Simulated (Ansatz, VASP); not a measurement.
Fe in VASP and in Ansatz

```xyz
1
Lattice="2.3678 0.0000 0.0000 0.0000 2.3678 0.0000 0.0000 0.0000 2.3678" Properties=species:S:1:pos:R:3 pbc="T T T"
Fe    0.0000    0.0000    0.0000
```

Alike in both runs: task single point; functional PBE; k mesh 9 × 9 × 9; occupations fermi-dirac, width 0.03 eV; collinear spin.

|  | VASP | Ansatz |
| --- | --- | --- |
| version | VASP 6.6.1 | Ansatz 0.2.0 |
| potentials or method | VASP PAW PBE potentials, release 64 (Fe), cutoff 520 eV | all-electron LAPW, scalar-relativistic |

Ansatz gave:

| Quantity | Value |
| --- | --- |
| pressure (GPa) | 0.6 |
| net moment per atom (μB) | 2.43 |
| size of the moment on the site where the two differ most (μB) | 2.45 |

**Question.** Which values does VASP return?

**Answer.** Pressure (GPa): 0.2; net moment per atom (μB): 2.43; size of the moment on the site where the two differ most (μB): 2.42.

Site moments also hang on the region over which each program counts them. Ansatz ran all-electron here, so the differences hold the error of VASP's frozen core and of both bases.
